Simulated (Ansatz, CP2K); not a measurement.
**PtS2: equilibrium volume by level of theory**

It takes space group P-3m1 (No. 164, trigonal). Conventional cell: a = 3.543 Å, b = 3.543 Å, c = 5.039 Å, α = 90.00°, β = 90.00°, γ = 120.00°. Pt (site symmetry -3m) has 6 S at 2.34 Å as nearest neighbours. S (site symmetry 3m) is surrounded by 3 Pt at 2.34 Å.

```tsv
rung	level	program and potentials	cutoff (eV)	k mesh	smearing	core time	chip	equilibrium volume (Å³/atom)	notes
GGA	PBEsol	Ansatz, Ansatz PAW	420	9 × 9 × 5	fermi-dirac 0.05	14 s	Intel Xeon Platinum 8488C Sapphire Rapids	17.52	potentials made for PBE, which Ansatz adapts in part
GGA + dispersion	PBEsol+D4	Ansatz, Ansatz PAW	420	9 × 9 × 5	fermi-dirac 0.05	16 s	Intel Xeon Platinum 8488C Sapphire Rapids	16.44	potentials made for PBE, which Ansatz adapts in part
GGA + dispersion	PBEsol+D3(BJ)	Ansatz, Ansatz PAW	420	9 × 9 × 5	fermi-dirac 0.05	17 s	Intel Xeon Platinum 8488C Sapphire Rapids	16.07	potentials made for PBE, which Ansatz adapts in part
GGA + dispersion	PBEsol+D3(BJ)+ATM	Ansatz, Ansatz PAW	420	9 × 9 × 5	fermi-dirac 0.05	17 s	Intel Xeon Platinum 8488C Sapphire Rapids	(a)	potentials made for PBE, which Ansatz adapts in part
GGA	PBEsol	CP2K, POTENTIAL_UZH Pt GTH-PBE-q18, S GTH-PBE-q6; TZVP-MOLOPT-PBE-GTH basis	-	7 × 7 × 4	fermi-dirac 0.05	3.7 min	Arm Neoverse V2	18.51	atomic basis; potentials made for PBE
```

Times are single runs on shared hosts and different chips, so they are rough; meshes, cutoffs and the tasks' sizes weigh on the time. Task: relaxation of cell and atoms. All rows: no spin polarisation. Smearing widths are in eV. Meshes differ between rows, which moves values too. Meshes are those of the run's cell of 3 atoms unless a note names another. Relaxations start from the cell shown or near it and stop with a little pressure left. Runs on faulty files, with rough fits or with known faults for this quantity aren't shown. No row holds spin-orbit coupling.

Task: Estimate the value left out from the other rows.

Result: (a) 16.25 Å³/atom.
